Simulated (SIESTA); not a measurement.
BAs:

```
As B
1.0
     0.00000    2.38850    2.38850
     2.38850    0.00000    2.38850
     2.38850    2.38850    0.00000
As B
1 1
Direct
  0.75000 0.75000 0.75000
  0.00000 0.00000 0.00000
```

Base run:

- Program: SIESTA 5.4.2
- Functional: PBE
- Potentials or basis: PseudoDojo 0.4 standard (PBE files)
- Basis: DZP (energy shift 0.003 Ry; two zetas on semicore shells)
- Grid cutoff: 500 Ry
- Energy shift: 0.003 Ry
- k mesh: 10 × 10 × 10
- Occupations: fermi-dirac, width 0.05 eV
- Spin: no spin polarisation

Its results: band gap on the k mesh 1.34 eV, indirect (least direct gap 3.36 eV); pressure 4.7 GPa.

Question: After a change of settings the same cell gave: band gap on the k mesh 1.59 eV, indirect (least direct gap 3.44 eV); pressure 10.2 GPa. Which change was it?
A. functional from PBE to BLYP
B. potentials or basis from PseudoDojo 0.4 standard (PBE files) to SG15 1.2 (PBE files) or PseudoDojo by element; valence electrons from 18 to 8
C. basis from DZP (energy shift 0.003 Ry; two zetas on semicore shells) to TZP (energy shift 0.01 Ry); energy shift from 0.003 Ry to 0.01 Ry

Answer: A.

BLYP binds less tightly than PBE, so the same cell stands under more pressure.

Caveats: the basis of atomic orbitals isn't converged, which shifts pressures, moduli and gaps; the potentials were made for another functional, which shifts forces and pressure (some runs).
